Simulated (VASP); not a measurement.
# KCl: relaxation of cell and atoms with PBEsol+D3(BJ)

Crystal: KCl.

```xyz
2
Lattice="0.0000 2.9912 2.9912 2.9912 0.0000 2.9912 2.9912 2.9912 0.0000" Properties=species:S:1:pos:R:3 pbc="T T T"
K     0.0000    0.0000    0.0000
Cl    2.9912    2.9912    2.9912
```

| Item | Value |
| --- | --- |
| Program | VASP 6.6.1 |
| Task | relaxation of cell and atoms |
| Functional | PBEsol |
| Dispersion | D3(BJ) |
| Potentials or basis | VASP PAW PBE potentials, release 64 (K_sv, Cl) |
| Cutoff | 520 eV |
| k mesh | 12 × 12 × 12 |
| Occupations | gaussian, width 0.1 eV |
| Spin | no spin polarisation |
| Target pressure | 2 GPa |
| Further INCAR settings | ALGO = Normal; EDIFF = 1e-07; IBRION = 2; EDIFFG = -0.002; NSW = 80; ISIF = 3 |
| Target pressure | 2 GPa |

| Property | Result |
| --- | --- |
| Pressure after relaxing | 2.0 GPa |
| Band gap on the k mesh | 5.55 eV, direct |
| Dispersion energy per atom | -0.219 eV |

Final structure:
```
K Cl
1.0
     0.00000    2.99116    2.99116
     2.99116    0.00000    2.99116
     2.99116    2.99116    0.00000
K Cl
1 1
Direct
  0.00000 0.00000 0.00000
  0.50000 0.50000 0.50000
```

Levels at points of the mesh, in eV from the valence-band top:
```csv
k point,band 5,band 6,band 7,band 8,band 9,band 10,band 11,band 12
"(0.00, 0.00, 0.00)",-10.24,0.00,0.00,0.00,5.55,8.30,8.30,8.30
"(0.50, 0.00, 0.00)",-9.89,-1.39,-0.48,-0.48,7.83,9.05,10.94,10.94
"(0.50, 0.50, 0.00)",-10.35,-0.77,-0.26,-0.26,6.19,8.92,10.44,10.81
```

It took 18 s on 1 thread of Intel(R) Xeon(R) Platinum 8488C (Sapphire Rapids), with other jobs on the host, peak memory 0.21 GiB.

Caveat: the relaxation stopped at its first step, so nothing moved; the cell is relaxed towards a set pressure, so the enthalpy falls and the energy may rise; the PAW data sets were made with another functional, which shifts forces and pressure a little. Expect the measured gap to be larger: semilocal functionals such as PBEsol lack the derivative discontinuity.
